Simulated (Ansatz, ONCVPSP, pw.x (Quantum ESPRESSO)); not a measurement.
# What a changed setting does to a pw.x run (bcc Al)

Potential: optimised norm-conserving Vanderbilt (ONCV), ONCVPSP 4.0.1.1 (patched build), PBE; core [Ne], reference 3s2 3p1; waves: 3s: rc 2.10 bohr, ncon 4, nbas 7, qcut 3.9 1/bohr, 3 projectors, debl 3.5 Ha; 3p: rc 1.90 bohr, ncon 4, nbas 9, qcut 5 1/bohr, local; d scattering state at 0.15 Ha: rc 1.90 bohr, ncon 4, nbas 7, qcut 5.1 1/bohr, 3 projectors, debl 3.8 Ha; local part: the p channel; core correction: none.

The reference run (k-mesh 14³, cutoffs 35/140 Ry, Fermi–Dirac 0.01 Ry, mixing_beta 0.4, conv_thr 1e-9, no spin) gives 0.90 GPa at 16.945 Å³/atom, where all-electron LAPW gives 0.07 GPa. This run, with its own iteration cap, changes k-mesh points per axis to 1, a wrong or extreme entry chosen on purpose.

```
&control
  calculation='scf', prefix='x', pseudo_dir='./', outdir='./tmp', tstress=.true., disk_io='none'
/
&system
  ibrav=0, nat=1, ntyp=1, ecutwfc=35, ecutrho=140, nbnd=8,
  occupations='smearing', smearing='fd', degauss=0.01
/
&electrons
  conv_thr=1e-09, mixing_beta=0.4, electron_maxstep=70
/
ATOMIC_SPECIES
Al 1.0 Al.UPF
CELL_PARAMETERS angstrom
  -1.61805716 1.61805716 1.61805716
  1.61805716 -1.61805716 1.61805716
  1.61805716 1.61805716 -1.61805716
ATOMIC_POSITIONS crystal
Al 0.0000 0.0000 0.0000
K_POINTS automatic
1 1 1 0 0 0
```

```bash
pw.x < Al.scf.in > Al.scf.out
```

Problem. How does the run end?

Solution. It converges in 6 iterations; the free energy moves by +3.77 eV/atom and the pressure by +3.95 GPa. The result is not a property of the crystal.

```
Message from routine setup:
     using ibrav=0 with symmetry is DISCOURAGED, use correct ibrav instead
     lattice parameter (alat)  =       5.2961  a.u.
     unit-cell volume          =     114.3505 (a.u.)^3
     number of electrons       =         3.00
     number of Kohn-Sham states=            8
     kinetic-energy cutoff     =      35.0000  Ry
     charge density cutoff     =     140.0000  Ry
     scf convergence threshold =      1.0E-09
     Exchange-correlation= PBE
     number of k points=     1  Fermi-Dirac smearing, width (Ry)=  0.0100
     iteration #  1     ecut=    35.00 Ry     beta= 0.40
     total energy              =      -3.85998157 Ry
     estimated scf accuracy    <       0.01123683 Ry
     iteration #  2     ecut=    35.00 Ry     beta= 0.40
     total energy              =      -3.86328134 Ry
     estimated scf accuracy    <       0.00421211 Ry
     iteration #  3     ecut=    35.00 Ry     beta= 0.40
     total energy              =      -3.86345432 Ry
     estimated scf accuracy    <       0.00000075 Ry
     iteration #  4     ecut=    35.00 Ry     beta= 0.40
     total energy              =      -3.86347264 Ry
     estimated scf accuracy    <       0.00000035 Ry
     iteration #  5     ecut=    35.00 Ry     beta= 0.40
     total energy              =      -3.86347267 Ry
     estimated scf accuracy    <       0.00000002 Ry
     iteration #  6     ecut=    35.00 Ry     beta= 0.40
     the Fermi energy is    20.4922 ev
!    total energy              =      -3.86347267 Ry
     estimated scf accuracy    <          1.7E-10 Ry
     smearing contrib. (-TS)   =      -0.02703928 Ry
     The total energy is F=E-TS. E is the sum of the following terms:
     one-electron contribution =       3.11533352 Ry
     hartree contribution      =       0.02441570 Ry
     xc contribution           =      -1.62031656 Ry
     ewald contribution        =      -5.35586606 Ry
     convergence has been achieved in   6 iterations
          total   stress  (Ry/bohr**3)                   (kbar)     P=       48.48
     Message from routine punch:
     Nothing written, as per user request (disk_io='none')
```

The run took about 0.3 s on one core of a shared host (Neoverse-N1, 64 threads, 124 GiB, load 61).
